GaN: what absorption tells about refraction

The response of a crystal to light has two parts. The imaginary part of the dielectric function measures absorption. The real part measures how strongly the electrons are polarised in step with the field, and where nothing is absorbed it is the square of the refractive index. The label xx means a field across the hexagonal axis of GaN, and zz a field along it.

Dielectric function of wurtzite GaN (a = 3.183 Å, c = 5.185 Å) for independent particles, without local fields or excitons, computed with Ansatz 0.2.0 (PBEsol, plane-wave PAW, scalar-relativistic). The plane-wave cutoff is 420 eV, and the k mesh is 12×12×6 for the ground state and 18×18×10 for the spectrum, which has a Gaussian broadening of 0.1 eV.

```
photon energy (eV)  dielectric imaginary xx  dielectric imaginary zz  dielectric real xx  dielectric real zz
               0.1                        0                        0                6.02                6.19
               0.3                        0                        0                6.04                6.21
               0.5                        0                        0                6.06                6.23
               0.7                        0                        0                6.10                6.28
               0.9                        0                        0                6.16                6.33
               1.1                        0                        0                6.23                6.41
               1.3                        0                        0                6.33                6.52
               1.5                        0                        0                6.48                6.67
               1.7                        0                        0                6.71                6.90
               1.9                     0.28                     0.17                7.17                7.38
               2.1                     0.80                     0.80                7.11                7.46
               2.3                     1.02                     1.09                6.96                7.30
               2.5                     1.15                     1.26                6.86                7.18
               2.7                     1.24                     1.38                6.79                7.10
               2.9                     1.30                     1.47                6.75                7.05
               3.1                     1.35                     1.54                6.74                7.03
               3.3                     1.40                     1.61                6.76                7.04
               3.5                     1.44                     1.67                6.80                7.07
               3.7                     1.48                     1.74                6.88                7.14
               3.9                     1.53                     1.81                6.99                7.24
               4.1                     1.59                     1.88                7.14                7.37
               4.3                     1.67                     1.97                7.34                7.55
               4.5                     1.78                     2.08                7.61                7.79
               4.7                     1.93                     2.22                7.95                8.10
               4.9                     2.17                     2.42                8.42                8.54
               5.1                     2.64                     2.71                9.16                9.17
               5.3                     3.99                     3.23                9.78                10.2
               5.5                     6.10                     5.42                9.63                12.4
               5.7                     6.59                     10.0                7.49                9.57
               5.9                     6.06                     9.47                6.82                6.66
               6.1                     5.68                     8.78                7.13                5.34
               6.3                     7.06                     8.19                7.84                4.59
               6.5                     8.55                     7.74                5.89                4.10
               6.7                     7.80                     7.42                4.33                3.86
               6.9                     6.63                     7.41                3.86                3.49
               7.1                     6.11                     7.05                4.35                3.16
               7.3                     6.26                     6.97                4.97                3.14
               7.5                     7.42                     7.14                5.54                3.10
               7.7                     9.14                     8.34                4.10                2.84
               7.9                     8.73                     7.88                2.30                0.04
```

Question 1. Where does absorption begin, and would a real crystal agree?

Both imaginary parts are zero up to 1.7 eV and finite at 1.9 eV. The calculation has a direct band gap of 1.875 eV, and the onset agrees with it within the spacing of the rows. Real GaN has a gap of roughly 3.4 eV, a recalled value. PBEsol, like other semilocal functionals, makes gaps too small, and in GaN the Ga 3d states are expected to add to the fault, because such functionals place them too high, from where they push the top of the valence band upwards; this run does not separate that share. The computed absorption of visible light is therefore an artefact, and a perfect GaN crystal is transparent there.

Question 2. Why does the real part rise while nothing is absorbed?

From 0.1 to 1.7 eV the real part grows from row to row in both directions, for xx from 6.02 to 6.71. A mass on a spring shows why. Pushed slowly, it follows the force with an amplitude set by the stiffness of the spring. Pushed faster, but still below its resonance, it follows in step with a larger amplitude.

Each possible electronic transition behaves like such a mass, with its resonance at the transition energy. The analogy ends at the number of resonances: the crystal has a continuous band of them, and the imaginary part shows how strong they are at each energy.

Question 3. Which absorption sets the level of the real part, and which sets its slope?

The Kramers-Kronig relation adds up the springs. Below the absorption edge, a slice of absorption of width ΔE at energy E′ contributes to the real part at photon energy E the amount

(2/π) × ε₂(E′) × E′ × ΔE / (E′² − E²)

where ε₂ is the imaginary part. At E = 0 this becomes (2/π) × ε₂ × ΔE / E′, the share of the slice in the level. Between zero and E the share grows by the fraction E² / (E′² − E²), which is large only for slices close above E.

Compare two slices of xx, each 0.2 eV wide: one in the weak absorption at 2.5 eV, the other in the strong peak at 5.7 eV.

Level, 2.5 eV: (2/π) × 0.2 × 1.15 / 2.5 = 0.059
Level, 5.7 eV: (2/π) × 0.2 × 6.59 / 5.7 = 0.147
Rise to 1.1 eV, 2.5 eV: 0.059 × 1.21 / (6.25 − 1.21) = 0.014
Rise to 1.1 eV, 5.7 eV: 0.147 × 1.21 / (32.5 − 1.21) = 0.006

The peak gives more to the level, but the weak slice gives more to the rise, because it is closer to resonance.

The whole sum has the same character. Absorption below 5 eV supplies only 16 % of what the real part of xx has above 1 at low energy. Yet it supplies about 60 % of the rise from 0.1 to 1.1 eV, and about 70 % of the rise to 1.7 eV. The level belongs to all transitions together, and more than half of the slope belongs to those below 5 eV.

The sum over the table stops near 8 eV, so the absorption beyond it can only be bracketed, by placing it either at 8 eV or infinitely high. The rise to 1.1 eV then comes out between 0.18 and 0.23, and the table has 0.21. Since the calculation obeys the Kramers-Kronig relation by construction, this agreement confirms the bookkeeping and not the physics of GaN.

A single spring does worse. Set by the xx rows at 0.1 and 1.1 eV, it has its resonance near 5.5 eV, which is an average over the spectrum and no particular transition. At 1.7 eV, a row not used to set it, its real part is too low by about 0.15, with the second digit uncertain because the two rows that set it are rounded. It lacks the weak absorption just above the edge, which matters most there. The output after the text gives both comparisons.

Question 4. Why does the real part fall steeply where absorption peaks?

Along the axis, the strongest absorption in the table is at 5.7 eV. Across this peak, from 5.5 to 5.9 eV, the real part drops from 12.4 to 6.66. The spring explains this as well: driven above its resonance, the mass moves against the force, so that a group of transitions which raised the real part now lowers it.

Such peaks can arise where a filled and an empty band run nearly parallel, because many transitions then share almost the same energy. Which bands do so here is left open, since the spectrum is not resolved into single transitions.

Question 5. Why do the two directions nearly agree at low energy, although their peaks differ so much?

At 5.7 eV the imaginary part is 10.0 for zz and 6.59 for xx. At 0.1 eV the real parts differ by only 0.17, or 3 %. The low-energy value is a sum over the whole spectrum, and a peak that is higher in one direction can be offset elsewhere.

The sum shows such an offset. Absorption in the table alone would put zz ahead by about 0.3, more than the real part shows, so absorption above 8 eV probably favours xx. The size of this compensation is uncertain: with only every second row, the lead of zz comes out as 0.24 or 0.35, depending on which half is kept. Its sign is the same in both cases.

The structure makes a small difference plausible. Each atom has four neighbours in a nearly regular tetrahedron, an arrangement that by itself hardly distinguishes the axis from the directions across it.

Question 6. What would change if the gap were right?

Suppose that all absorption moves up by 1.5 eV, about the error of the gap, while the imaginary part keeps its shape and height. This stands for unchanged dipole strengths. Each share in the level then shrinks by the factor E′ / (E′ + 1.5 eV), because stiffer springs yield less. The real part of xx at 0.1 eV falls from 6.02 to between 5.0 and 5.4, where the range again reflects the unknown position of the absorption above 8 eV.

The slope suffers more than the level. For the slice at 2.5 eV, which moves to 4.0 eV, the share in the level falls from 0.059 to 0.037. Its share in the rise to 1.1 eV becomes

0.037 × 1.21 / (16.0 − 1.21) = 0.003

instead of 0.014. Below the computed edge, a gap that is too small is thus expected to make the refractive index somewhat too high and its increase with photon energy much too steep.

The shift is an estimate and doesn't replace a better calculation. Local fields and the attraction between electron and hole are absent from the table, and the latter would also reshape the edge. The argument does show what to expect when Al replaces Ga: AlN is known to have a much wider gap, so its absorption starts higher and its electrons respond less.

Question 7. Which digits can be trusted, and may 6.0 serve as the permittivity of a transistor channel?

The estimated numerical error of the low-energy value is 0.38 %, or about 0.02 for xx. The difference of 0.17 between the directions is thus numerically resolved. The estimate doesn't cover the PAW datasets, which were made for PBE and not for PBEsol; their effect is untested here. The cutoff was not varied either, and local fields, which are left out, could change the difference. As a statement about real GaN, even the first digit of 6.02 is in doubt, since the gap correction alone takes away 0.6 to 1.0.

For a transistor there is a second and larger obstacle. The gate field changes so slowly that the Ga and N ions follow it, and their motion adds to the polarisation. The table holds the ions still in every row. This matters for the row at 0.1 eV as well, but with the opposite sign: the optical phonons of GaN lie just below that energy (a recalled fact), so there the ions move against the field and are expected to lower the real part strongly. A device model that took 6.0 for the GaN channel would underestimate its permittivity, which is roughly 9 by a recalled value and is expected to be somewhat larger along the axis, the usual direction of the gate field.

Near-infrared and visible light, by contrast, changes so fast that the ions barely follow; their small negative share fades with the square of the photon energy. For work with such light, for example finding the thickness of a GaN film from its reflection, the practical rule follows from the springs. Use the computed low-energy level as a first guess that lies somewhat too high, but take the slope from a calculation with a corrected gap or from a measurement, because the slope suffers more than the level from the error of the gap.

Numerical output:

```
real part at 0.1 eV, zz less xx: 0.17
the same in percent of xx: 2.824
numerical error of real xx at 0.1 eV: 0.02288
part of real xx at 0.1 eV from absorption in the table (to 8 eV): 2.735
the same in percent of real xx less 1: 54.49
percent of real xx less 1 from absorption below 5 eV: 16.3
rise of real xx from 0.1 to 1.1 eV, table: 0.21
rise to 1.1 eV from absorption below 8 eV alone: 0.183
rise to 1.1 eV with all the rest put at 8 eV: 0.2267
percent of the rise to 1.1 eV from absorption below 5 eV: 59.55
rise of real xx from 0.1 to 1.7 eV, table: 0.69
rise to 1.7 eV from absorption below 8 eV alone: 0.6266
rise to 1.7 eV with all the rest put at 8 eV: 0.7342
percent of the rise to 1.7 eV from absorption below 5 eV: 69.68
energy of the single oscillator through 0.1 and 1.1 eV, xx, in eV: 5.468
single oscillator less table, real xx at 1.7 eV: -0.1546
fall of real zz from 5.5 to 5.9 eV: 5.74
zz less xx at 0.1 eV from absorption below 5 eV: 0.09926
zz less xx at 0.1 eV from absorption at 5 to 6.4 eV: 0.2051
zz less xx at 0.1 eV from absorption at 6.4 to 8 eV: -0.01114
zz less xx at 0.1 eV from all absorption in the table: 0.2932
zz less xx at 0.1 eV left for absorption above 8 eV: -0.1232
zz less xx from the table, every second row from 0.1 eV: 0.3488
zz less xx from the table, every second row from 0.3 eV: 0.2375
real xx at 0.1 eV after a 1.5 eV shift, lower bound: 5.042
real xx at 0.1 eV after a 1.5 eV shift, upper bound: 5.403
```
